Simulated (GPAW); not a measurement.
Runs of GPAW 26.7.0 on HfO2. Symmetry: P4_2/mnm, No. 136, tetragonal system. Conventional cell: a = 4.814 Å, b = 4.814 Å, c = 3.205 Å, α = 90.00°, β = 90.00°, γ = 90.00°. Hf (site symmetry mmm) is surrounded by 6 O at 2.08 Å. O (site symmetry m2m) has 3 Hf at 2.08 Å as nearest neighbours. Measurements of this composition are mostly on another form, of space group No. 14.

| task | level | potentials or basis | k mesh | band path | band points | gap on the mesh (eV) | pressure (GPa) | V0 of scaled cells (Å³/atom) | B0 (GPa) | largest force (eV/Å) |
| --- | --- | --- | --- | --- | --- | --- | --- | --- | --- | --- |
| equation of state | PBEsol | PAW data sets generated in the run's folder for this functional, pw | 4 × 4 × 6 | - | - | - | - | 12.53 | (a) | - |
| equation of state | LDA | the program's PAW data sets (release 1.2.1) made for this functional, pw | 4 × 4 × 6 | - | - | - | - | 12.18 | 249 | - |
| band structure | r2SCAN | GPAW PAW data sets (gpaw-data 1.2.1), pw | 4 × 4 × 6 | GXMGZRAZ,XR,MA | 100 | 4.54 | 4.1 | - | - | 0.05 |
| band structure | LDA | the program's PAW data sets (release 1.2.1) made for this functional, pw | 4 × 4 × 6 | GXMGZRAZ,XR,MA | 100 | 3.79 | (b) | - | - | 0.05 |
| band structure | PBE | GPAW PAW data sets (gpaw-data 1.2.1), pw | 4 × 4 × 6 | GXMGZRAZ,XR,MA | 100 | 4.00 | 9.5 | - | - | 0.09 |
| single point | TB-mBJ | GPAW PAW data sets for LDA (gpaw-data 1.2.1), pw | 4 × 4 × 6 | - | - | 5.65 | - | - | - | - |
| single point | PBE | GPAW PAW data sets (gpaw-data 1.2.1), pw | 6 × 6 × 8 | - | - | 4.00 | 9.5 | - | - | 0.09 |
| band structure | PBEsol | PAW data sets generated in the run's folder for this functional, pw | 4 × 4 × 6 | GXMGZRAZ,XR,MA | 100 | 3.88 | 2.8 | - | - | 0.03 |

Alike in all rows: no spin polarisation; cell as given; cutoff (eV) 800; smearing fermi-dirac 0.05 eV.

Estimate the missing entries.

(a) 235; (b) -4.1.

Caveats: spin-orbit coupling is left out, which moves the levels of the heavy elements (some runs); the cell was scaled at fixed shape and fractional positions, which overstates the stiffness of a crystal with free parameters, most of all of layers and chains (some runs); the PAW data sets were made with another functional, which shifts forces and pressure a little (some runs); a model potential gives levels but no total energy (some runs).

A k mesh can miss the band edges, and the runs leave out spin-orbit coupling on Hf.
